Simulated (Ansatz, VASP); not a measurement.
**One calculation of Se, two programs**

File INCAR:

```
PREC     = Accurate       # precision mode
ENCUT    = 520            # plane-wave cutoff, eV
EDIFF    = 1E-7           # SCF threshold, eV
ISMEAR   = -1             # smearing method
SIGMA    = 0.08           # smearing width, eV
LREAL    = False          # projectors in reciprocal space
LASPH    = True           # aspherical terms in the spheres
NELM     = 80             # most SCF steps
ALGO     = Normal         # electronic algorithm
ISIF     = 2              # what is computed and relaxed
LWAVE    = False          # write WAVECAR
LCHARG   = True           # write CHGCAR
GGA      = PE             # functional
LELF     = True           # ELF
LVHAR    = True         
NBANDS   = 9              # bands
```

The input KPOINTS:

```
regular mesh
0
Gamma
  15 15 15
```

POSCAR

```
Se
1.0
    2.7515013665      0.0000000000      0.0000000000
    0.0000000000      2.7515013665      0.0000000000
    0.0000000000      0.0000000000      2.7515013665
Se
1
Direct
    0.0000000000      0.0000000000      0.0000000000
```

Input for Ansatz:

```yaml
crystal:
  lattice:
    - [2.7515013665, 0.0, 0.0]
    - [0.0, 2.7515013665, 0.0]
    - [0.0, 0.0, 2.7515013665]
  atoms:
    - { symbol: Se, position: [0.0, 0.0, 0.0] }
kpoints:
  mp_grid: { grid: [15, 15, 15] }
scf:
  occupations: { method: fermi_dirac, width: 0.08 }
hamiltonian:
  xc: pbe
  pseudopotentials: { kind: paw }
output:
  forces: true
  stress: true
  eigenvalues: true
  populations: true
```

Change from the starting cell: volume scaled by 0.92, PAW files.

Alike in both runs: task single point; functional PBE; k mesh 15 × 15 × 15; occupations fermi-dirac, width 0.08 eV; no spin polarisation.

```csv
,VASP,Ansatz
version,VASP 6.6.1,Ansatz 0.2.0
potentials or method,"VASP PAW PBE potentials, release 64 (Se)","PAW with Ansatz's default frozen-core files, scalar-relativistic"
plane-wave cutoff (eV),520,420
valence electrons in the cell,6,16
```

VASP gave:

| Property | Result |
| --- | --- |
| pressure (GPa) | 7.2 |

**Question.** Estimate Ansatz's values.

**Answer.** Pressure (GPa): 7.1.

The two sets of potentials don't hold the same shells in valence.
